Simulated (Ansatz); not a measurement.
# TiAl3: enthalpy against pressure

TiAl3, I4/mmm, a = 3.824 Å, c = 8.564 Å. Ansatz: r2SCAN, PAW, 500 eV, Γ-centred 16×16×16 mesh on 4 atoms, Gaussian smearing 0.10 eV; no spin polarisation. Cell and atoms are relaxed at each pressure, and no other structure is tried, so the rows at high pressure may lie past a change of phase. y is the enthalpy over the state at zero pressure; there V0 = 15.654 Å³/atom. The pressures are the targets, met within 0.06 GPa.

| P (GPa) | y (eV/atom) |
| --- | --- |
| -1.0 | -0.0981 |
| 0.0 | 0.0000 |
| 1.0 | 0.0972 |
| 4.0 | 0.3842 |
| 12.0 | ? |
| 25.0 | 2.2406 |
| 50.0 | 4.2157 |
| 90.0 | 7.0484 |

Question: Fit y = c1 P + c2 P² + c3 P³ to the other rows, say what c1 and c2 mean, and predict the missing value.

Answer: Least squares on the rows shown. y = 0.096343 P − 0.00029148 P² + 1.0132×10⁻⁶ P³. Since dH/dP = V, c1 is V0: 0.096343 eV/GPa × 160.2 = 15.434 Å³ against 15.654; c2 = −V0/(2B0) gives B0 = 165 GPa, where a Birch–Murnaghan fit to the volumes of the same runs (not shown) gives 115 GPa: a cubic over this range folds the higher terms into c2. At P = 12.0 the fit asked for gives 1.1159 eV/atom. The run gave 1.1194 eV/atom, so the fit is 0.0035 eV/atom too low, 0.049 % of the span of the series, against an rms of 0.0017 eV/atom on the fitted rows. With a term in P⁴ added, a fit to the same known rows predicts 1.1202 eV/atom, so most of the miss is curvature that the known rows already hold.

The mesh isn't the same in all rows (16×16×16, 18×18×18).